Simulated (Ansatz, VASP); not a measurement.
## One calculation of InAs, two programs

Contents of INCAR:

```
  ALGO = Normal
  EDIFF = 1E-7
  ENCUT = 520
  GGA = CA
  ISIF = 2
  ISMEAR = -1
  LASPH = True
  LCHARG = False
  LREAL = False
  LWAVE = False
  NBANDS = 16
  NELM = 100
  PREC = Accurate
  SIGMA = 0.05
```

Contents of KPOINTS:

```
k-points
0
Gamma
  8 8 8
```

POSCAR

```
InAs
1.0
    0.0000000000      2.9772112161      2.9772112161
    2.9772112161      0.0000000000      2.9772112161
    2.9772112161      2.9772112161      0.0000000000
In As
1 1
Direct
    0.0000000000      0.0000000000      0.0000000000
    0.7500000000      0.7500000000      0.7500000000
```

File input.yaml:

```yaml
crystal:
  lattice:
    - [0.0, 2.9772112161, 2.9772112161]
    - [2.9772112161, 0.0, 2.9772112161]
    - [2.9772112161, 2.9772112161, 0.0]
  atoms:
    - { symbol: In, position: [0.0, 0.0, 0.0] }
    - { symbol: As, position: [0.75, 0.75, 0.75] }
kpoints:
  mp_grid: { grid: [8, 8, 8] }
scf:
  occupations: { method: fermi_dirac, width: 0.05 }
hamiltonian:
  xc: lda
  pseudopotentials: { kind: all_electron, lapw: { basis_error: 0.001 } }
output:
  forces: true
  stress: true
  eigenvalues: true
```

Change from the starting cell: volume scaled by 0.96.

Alike in both runs: task single point; functional LDA; k mesh 8 × 8 × 8; occupations fermi-dirac, width 0.05 eV; no spin polarisation.

|  | VASP | Ansatz |
| --- | --- | --- |
| version | VASP 6.6.1 | Ansatz 0.2.0 |
| potentials or method | VASP PAW LDA potentials, release 64 (In_d, As) | all-electron LAPW, scalar-relativistic |
| plane-wave cutoff (eV) | 520 | see its input |

|  | VASP | Ansatz | Ansatz less VASP |
| --- | --- | --- | --- |
| gap on the k mesh at the Fermi level (eV) | none | none | - |
| pressure (GPa) | 2.5 | 2.4 | -0.16 |

A gap of «none» marks a metal or a gap that the smearing closes. Ansatz ran all-electron here, so the differences hold the error of VASP's frozen core and of both bases.
